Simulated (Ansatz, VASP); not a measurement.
MgI2 in VASP and in Ansatz

```
CELL_PARAMETERS angstrom
4.20720 0.00000 0.00000
-2.10360 3.64354 0.00000
0.00000 0.00000 7.81172
ATOMIC_POSITIONS crystal
Mg 0.00000 0.00000 0.00000
I 0.33333 0.66667 0.80123
I 0.66667 0.33333 0.19877
```

Alike in both runs: task single point; functional PBE; k mesh 6 × 6 × 4; occupations gaussian, width 0.05 eV; no spin polarisation.

```csv
,VASP,Ansatz
version,VASP 6.6.1,Ansatz 0.2.0
potentials or method,"VASP PAW PBE potentials, release 64 (Mg, I)","scalar-relativistic, plane waves, PAW"
plane-wave cutoff (eV),520,520
valence electrons in the cell,16,44
```

Ansatz gave:

* gap on the k mesh at the Fermi level (eV): 3.81
* least direct gap on the mesh (eV): 4.02
* pressure (GPa): 1.8
* largest component of the traceless stress (GPa): 0.83
* rms of the force components (eV/Å): 0.297

Question: Estimate VASP's values.

Answer: gap on the k mesh at the Fermi level (eV): 3.79; least direct gap on the mesh (eV): 4.00; pressure (GPa): 1.7; largest component of the traceless stress (GPa): 0.84; rms of the force components (eV/Å): 0.292.

Atom by atom the forces differ by 0.005 eV/Å (rms over components). The functional is the same, so the differences come from potentials, cutoffs and numerics. The two sets of potentials don't hold the same shells in valence.

Caveats: spin-orbit coupling is left out, which moves the levels of the heavy elements; this functional lacks dispersion, which binds the layers, so the pressure and a relaxed spacing across them are unreliable. A k mesh can miss the band edges.
